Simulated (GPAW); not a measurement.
# Ge (Fd-3m) in GPAW: settings compared

One crystal, Ge, is run at these levels: PBE, LDA; tasks: single point.

All numbers are computed with GPAW 26.7.0; they aren't measurements. Logs are shortened: lines on timing, memory, paths and dates and some standing lists are left out, and cuts for length are marked. The log counts tension as positive stress, the text compression.

### Step 1. The structure

It takes space group Fd-3m (No. 227, cubic). Conventional cell: a = 5.658 Å, b = 5.658 Å, c = 5.658 Å, α = 90.00°, β = 90.00°, γ = 90.00°. Ge (site symmetry -43m) has 4 Ge at 2.45 Å as nearest neighbours.

### Step 2. Single point, PBE

run.py reads:

```python
from ase.dft.bandgap import bandgap
from ase.io import write
from ase.spacegroup import crystal
from ase.units import GPa
from gpaw import GPAW, PW

# Ge 8a
atoms = crystal(['Ge'],
                basis=[[0.25, 0.25, 0.25]],
                spacegroup=227, setting=1,  # Fd-3m
                cellpar=[5.65782, 5.65782, 5.65782, 90.0, 90.0, 90.0],
                primitive_cell=True)

calc = GPAW(mode=PW(400),
            xc='PBE',
            kpts={'size': (7, 7, 7), 'gamma': True},
            occupations={'name': 'fermi-dirac', 'width': 0.01},
            nbands=11,
            convergence={'density': 1e-05, 'energy': 1e-05},
            maxiter=150,
            txt='gpaw.txt')
atoms.calc = calc
energy = atoms.get_potential_energy()
forces = atoms.get_forces()
stress = atoms.get_stress()
calc.write('gs.gpw')
write('result.traj', atoms)
print(f'Energy: {energy:.6f} eV')
print('Forces (eV/A):')
print(forces.round(4))
print('Stress (GPa):', (stress / GPa).round(3))
print('Fermi level:', round(calc.get_fermi_level(), 4), 'eV')
print(f'Gap: {bandgap(calc)[0]:.4f} eV, direct: {bandgap(calc, direct=True)[0]:.4f} eV')
```

Potentials or basis: GPAW PAW data sets (gpaw-data 1.2.1), pw.

On the command line:

```
$ OMP_NUM_THREADS=1 python run.py
```

gpaw.txt:

```text
__  _  _
 | _ |_)|_||  |
 |__||  | ||/\| - 26.7.0

Input parameters:
  mode=PW(ecut=400.0),
  convergence={'density': 1e-05, 'energy': 1e-05},
  kpts=MonkhorstPack(size=(7, 7, 7), gamma=True),
  maxiter=150,
  nbands=11,
  occupations=Occupations(name='fermi-dirac', width=0.01),
  xc=XC(name='PBE')

Diagonalizing LCAO Hamiltonian
Converting LCAO to pw mode

           Ge

       Ge

Atoms  # Å, Bohr magnetons
|   | symbol |        x |        y |        z |    initial magnetic moments |
|---|--------|----------|----------|----------|-----------------------------|
| 0 |     Ge | 1.414455 | 1.414455 | 1.414455 | ( 0.0000,  0.0000,  0.0000) |
| 1 |     Ge | 0.000000 | 0.000000 | 0.000000 | ( 0.0000,  0.0000,  0.0000) |

Unit cell  # Å
| periodic |        x |        y |        z |  lengths |    angles |
|----------|----------|----------|----------|----------|-----------|
|      yes | 0.000000 | 2.828910 | 2.828910 | 4.000683 | 60.000000 |
|      yes | 2.828910 | 0.000000 | 2.828910 | 4.000683 | 60.000000 |
|      yes | 2.828910 | 2.828910 | 0.000000 | 4.000683 | 60.000000 |

Number of symmetries: 24
Symmetry operations  # r_c * U_cc + t_c -> r_c
|    | kind |            matrix            |
|----|------|------------------------------|
|  0 |  E   |  1, 0, 0,  0, 1, 0,  0, 0, 1 |
|  1 |  σ   |  1, 0, 0,  0, 0, 1,  0, 1, 0 |
|  2 |  σ   |  1, 0,-1,  0, 1,-1,  0, 0,-1 |
|  3 |  C3  |  1, 0,-1,  0, 0,-1,  0, 1,-1 |
|  4 |  C3  |  1,-1, 0,  0,-1, 1,  0,-1, 0 |
|  5 |  σ   |  1,-1, 0,  0,-1, 0,  0,-1, 1 |
|  6 |  σ   |  0, 1, 0,  1, 0, 0,  0, 0, 1 |
|  7 |  C3  |  0, 1, 0,  0, 0, 1,  1, 0, 0 |
|  8 |  C2  |  0, 1,-1,  1, 0,-1,  0, 0,-1 |
|  9 |  S4  |  0, 1,-1,  0, 0,-1,  1, 0,-1 |
| 10 |  C3  |  0, 0, 1,  1, 0, 0,  0, 1, 0 |
| 11 |  σ   |  0, 0, 1,  0, 1, 0,  1, 0, 0 |
| 12 |  S4  |  0, 0,-1,  1, 0,-1,  0, 1,-1 |
| 13 |  C3  |  0, 0,-1,  0, 1,-1,  1, 0,-1 |
| 14 |  S4  |  0,-1, 1,  1,-1, 0,  0,-1, 0 |
| 15 |  C2  |  0,-1, 1,  0,-1, 0,  1,-1, 0 |
| 16 |  C3  |  0,-1, 0,  1,-1, 0,  0,-1, 1 |
| 17 |  S4  |  0,-1, 0,  0,-1, 1,  1,-1, 0 |
| 18 |  S4  | -1, 1, 0, -1, 0, 1, -1, 0, 0 |
| 19 |  C3  | -1, 1, 0, -1, 0, 0, -1, 0, 1 |
| 20 |  C3  | -1, 0, 1, -1, 1, 0, -1, 0, 0 |
| 21 |  S4  | -1, 0, 1, -1, 0, 0, -1, 1, 0 |
| 22 |  σ   | -1, 0, 0, -1, 1, 0, -1, 0, 1 |
| 23 |  C2  | -1, 0, 0, -1, 0, 1, -1, 1, 0 |

BZ-sampling:
  Number of BZ points: 343
  Number of IBZ points: 20

  Monkhorst-Pack size: [7, 7, 7]
  Monkhorst-Pack shift: [0, 0, 0]

K-points  # in reciprocal-cell coordinates
|     |                                coordinates |     weight |
|-----|--------------------------------------------|------------|
|   0 | (  0.00000000,   0.00000000,   0.00000000) | 0.00291545 |
|   1 | (  0.14285714,   0.14285714,   0.00000000) | 0.01749271 |
|   2 | (  0.14285714,   0.14285714,   0.14285714) | 0.02332362 |
|   3 | (  0.28571429,   0.14285714,   0.14285714) | 0.03498542 |
|   4 | (  0.28571429,   0.28571429,   0.00000000) | 0.01749271 |
|   5 | (  0.28571429,   0.28571429,   0.14285714) | 0.06997085 |
|   6 | (  0.28571429,   0.28571429,   0.28571429) | 0.02332362 |
|   7 | (  0.42857143,  -0.28571429,  -0.28571429) | 0.03498542 |
|   8 | (  0.42857143,   0.28571429,  -0.42857143) | 0.13994169 |
|   9 | (  0.42857143,   0.28571429,  -0.28571429) | 0.06997085 |
| ... |                                            |            |
|  19 | (  0.42857143,   0.42857143,   0.42857143) | 0.02332362 |

Plane wave coefficients: 869
Cutoff: 400.0 eV

Spin-components: 1 (collinear spins)
Bands:           11
Projectors:      10
Spin-degeneracy: 2
Datatype:        complex128

Density:
  Valence electrons: 8.0
  Components: 1
  Grid points: [20 20 20]
  Charge: 0.0  # |e|

Potential:
  Grid points: [20 20 20]

species:
  Ge:
    name:    Germanium
    Z:       32.0
    valence: 4
    core:    28
    charge:  0.0  # [|e|]
    compensation charges:
      type: gauss
      rc: 0.32  # [Å]
      lmax: 2
    cutoffs:
      filter: 1.77  # [Å]
      core: 3.42  # [Å]
    projectors
    | kind |    occ | energy [eV] | rcut [Å] |
    |------|--------|-------------|----------|
    |   4s |  2.000 |     -11.726 |    1.005 |
    |   4p |  2.000 |      -3.896 |    1.005 |
    |    s |        |      15.485 |    1.005 |
    |    p |        |      23.315 |    1.005 |
    |    d |        |       0.000 |    1.005 |

    Using partial waves for Ge as LCAO basis

Reference energy: -114195.275705  # eV

eigensolver:
  PPCG
  Converge bands: occupied
  niter=2

density mixing:
  MSR1-Mixer
  Pratt-step length: 0.05
  Maximum mixing coefficient: 0.75
  Old densities: 10
  SVD Regularization: 0.005
  Good broyden scale: 1.0
  Trust region scale: 1.0
  Backstep threshold: 4.0
  History deletion threshold: 6.0
  Fourier metric: weight=20.0, sigma=0.015

occupation numbers:
  Fermi-Dirac:
    width: 0.0100  # eV

poisson solver:
  ecut: 3200.0  # eV

xc functional:
[... 9 lines left out ...]
|iter     | |      energy | eigst |  dens |
|---------|-|-------------|-------|-------|
|iter:   1| |   -9.013282 | -0.47 |       |
|iter:   2| |   -9.010498 | -2.71 | -0.91 |
|iter:   3| |   -8.979156 | -2.69 | -0.93 |
|iter:   4| |   -8.979177 | -3.59 | -1.53 |
|iter:   5| |   -8.979265 | -5.25 | -2.49 |
|iter:   6| |   -8.979272 | -6.80 | -3.15 |
|iter:   7| |   -8.979272c| -7.96c| -3.78 |
|iter:   8| |   -8.979272c| -8.48c| -5.08c|

Converged in 8 steps
Energy contributions relative to reference atoms: (reference = -114195.275705)

Energy contributions:
  Kinetic:          26.080626
  Coulomb:         -23.242791
  Zero:              0.006619
  External:          0.000000
  Xc:              -11.823720
  Entropy:          -0.000012
  Spinorbit:         0.000000
  ----------------------------
  Free energy:      -8.979278
  Extrapolated:     -8.979272

dipole moment: (-21.698099, -21.698099, -21.698099)  # |e|*Ang

Fermi level: 6.033
Eigenvalues  # (at kpt = [0.000, 0.000, 0.000])
| band index |      eig [eV] | occ [0-2] |
|------------|---------------|-----------|
|          0 |        -6.775 |     2.000 |
|          1 |         5.982 |     1.988 |
|          2 |         5.982 |     1.988 |
|          3 |         5.982 |     1.988 |
|          4 |         6.073 |     0.037 |
|          5 |         8.540 |     0.000 |
|          6 |         8.540 |     0.000 |
|          7 |         8.540 |     0.000 |
|          8 |        12.432 |     0.000 |
|          9 |        15.368 |     0.000 |
|         10 |        15.368 |     0.000 |

Gap: 0.091 eV
Transition (v -> c):
  (s=0, k=0, n=3, [0.00, 0.00, 0.00]) -> (s=0, k=0, n=4, [0.00, 0.00, 0.00])
No difference between direct/indirect transitions

Forces  # eV/Ang
|        x |       y |        z |
|----------|---------|----------|
| -0.00000 | 0.00000 | -0.00000 |  # Ge   0
| -0.00000 | 0.00000 |  0.00000 |  # Ge   1

Stress tensor  # eV/Ang^3
|         x |         y |         z |
|-----------|-----------|-----------|
| -0.023773 | -0.000000 |  0.000000 |
| -0.000000 | -0.023773 |  0.000000 |
|  0.000000 |  0.000000 | -0.023773 |

# Writing to gs.gpw (mode='')
```

stdout:

```text
Energy: -8.979272 eV
Forces (eV/A):
[[-0.  0. -0.]
 [-0.  0.  0.]]
Stress (GPa): [-3.809 -3.809 -3.809  0.     0.    -0.   ]
Fermi level: 6.0331 eV
Gap: 0.0907 eV, direct: 0.0907 eV
```

Wall time 4.3 s (1 thread of Arm Neoverse V1, shared host); peak memory 0.13 GiB.

The run converged, but some of its settings lie outside the range that counts as converged, so its numbers aren't taken as properties of the crystal.

Results:

```yaml
Free_energy: -8.9793 eV
Pressure: 3.8 GPa
Band_gap_on_the_k_mesh: 0.09 eV, direct
```

Caveat: the cutoff is short for stress and forces, so pressures can be off by a GPa or more; an odd mesh through Γ misses points on the zone boundary, where band edges often lie.

### Step 3. Single point, LDA

Changes to run.py since step 2:

```diff
@@ -1,4 +1,3 @@
 from ase.dft.bandgap import bandgap
-from ase.io import write
-from ase.spacegroup import crystal
+from ase.io import read, write
 from ase.units import GPa
@@ -6,11 +5,6 @@
 
-# Ge 8a
-atoms = crystal(['Ge'],
-                basis=[[0.25, 0.25, 0.25]],
-                spacegroup=227, setting=1,  # Fd-3m
-                cellpar=[5.65782, 5.65782, 5.65782, 90.0, 90.0, 90.0],
-                primitive_cell=True)
+atoms = read('POSCAR')
 
 calc = GPAW(mode=PW(400),
-            xc='PBE',
+            xc='LDA',
             kpts={'size': (7, 7, 7), 'gamma': True},
```

POSCAR reads:

```
Ge
1.0
    0.0000000000      2.8289100000      2.8289100000
    2.8289100000      0.0000000000      2.8289100000
    2.8289100000      2.8289100000      0.0000000000
Ge
2
Direct
    0.7500000000      0.7500000000      0.7500000000
    0.5000000000      0.5000000000      0.5000000000
```

Potentials or basis: the program's PAW data sets (release 1.2.1) made for this functional, pw.

On the command line:

```
$ OMP_NUM_THREADS=1 python run.py
```

Run time: 3.2 s. Hardware: 1 thread of Intel Xeon 6975P-C (Granite Rapids), shared host; peak memory 0.13 GiB.

The run converged, but some of its settings lie outside the range that counts as converged, so its numbers aren't taken as properties of the crystal.

What came out:

| Item | Value |
| --- | --- |
| Free energy | -10.3612 eV |
| Pressure | -1.0 GPa |
| Band gap on the k mesh | none (metal or under the smearing width) |

Caveat: the cutoff is short for stress and forces, so pressures can be off by a GPa or more; this crystal is a semiconductor, whose small gap the functional closes, so the metal is an error of the method.

### Step 4. For comparison

An earlier run on the cell as given: functional PBE; potentials or basis GPAW PAW data sets (gpaw-data 1.2.1); cutoff 600 eV; basis pw; k mesh 8 × 8 × 8; occupations fermi-dirac, width 0.05 eV; no spin polarisation.

* Pressure: 3.9 GPa
* Band gap on the k mesh: 0.09 eV, direct
